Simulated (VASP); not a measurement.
Input of a VASP 6.6.1 run:

The input INCAR:

```
SYSTEM = Y
ALGO = Normal ; EDIFF = 1E-7
ENCUT = 520 ; GGA = PS
GGA_COMPAT = .False. ; ISIF = 2
ISMEAR = 0 ; LASPH = .True.
LCHARG = .False. ; LMAXMIX = 4
LORBIT = 11 ; LREAL = .False.
LSORBIT = .True. ; LWAVE = .False.
MAGMOM = 0 0 0 0 0 0 ; NBANDS = 34
NELM = 60 ; PREC = Accurate
SIGMA = 0.1
```

Contents of KPOINTS:

```
k-points
0
Gamma
  15 15 8
  0 0 0
```

The input POSCAR:

```
Y
1.0
    3.5951100000      0.0000000000      0.0000000000
   -1.7975500000      3.1134500000      0.0000000000
    0.0000000000      0.0000000000      5.5790000000
Y
2
Direct
    0.3333300000      0.6666700000      0.2500000000
    0.6666700000      0.3333300000      0.7500000000
```

Potentials or basis: VASP PAW PBE potentials, release 64 (Y_sv).

Run with:

```sh
$ cat potpaw_PBE.64/Y_sv/POTCAR > POTCAR
$ mpirun -np 1 vasp_ncl > vasp.out
```

Problem. Predict the pressure.

Solution. 0.0 GPa.

Problem. What does it give for the net moment?

Solution. 0.00 μB per cell.

Moments on the atoms (μB; x, y, z):
```
Y   0.00 0.00 0.00
Y   0.00 0.00 0.00
```

Caveat: the PAW data sets were made with another functional, which shifts forces and pressure a little.
